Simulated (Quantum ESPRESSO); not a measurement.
Runs of Quantum ESPRESSO 7.5 on AlAu2. It takes space group I4/mmm (No. 139, tetragonal). The conventional cell has a = 3.343 Å, b = 3.343 Å, c = 8.798 Å, α = 90.00°, β = 90.00°, γ = 90.00°. Around Au (site symmetry 4mm) lie 5 Al at 2.73 to 3.02 Å and 5 Au at 2.75 to 2.88 Å. Al (site symmetry 4/mmm) is surrounded by 10 Au at 2.73 to 3.02 Å. The cell comes from a database or a generator and needn't be the stable form of this composition.

```csv
task,level,potentials or basis,cell,form of the LDA correlation,gap on the mesh (eV),pressure (GPa),V0 of scaled cells (Å³/atom),B0 (GPa),largest force (eV/Å)
single point,PBEsol,GBRV 1.5 PBEsol,as given,-,none,-2.6,-,-,0.07
band structure,PBEsol,GBRV 1.5 PBEsol,as given,-,none,-2.6,-,-,0.07
equation of state,PBEsol,GBRV 1.5 PBEsol,as given,-,-,-,16.11,(a),-
single point,PBEsol,GBRV 1.5 PBEsol,"atoms moved at random, drawn with an rms of 0.05 Å",-,none,-2.6,-,-,0.45
equation of state,LDA,GBRV 1.5 LDA,as given,PZ81,-,-,15.74,169,-
```

Alike in all rows: no spin polarisation; k mesh 11 × 11 × 11; cutoff (eV) 612; smearing fermi-dirac 0.05 eV.

Question: Fill in the values left out.

Answer: (a) 156.

Caveats: the cell was scaled at fixed shape and fractional positions, which overstates the stiffness of a crystal with free parameters, most of all of layers and chains (some runs); spin-orbit coupling is left out, which moves the levels of the heavy elements (some runs).

A k mesh can miss the band edges, and the runs leave out spin-orbit coupling on Au.

A gap of «none» marks a metal or a gap under the smearing width.
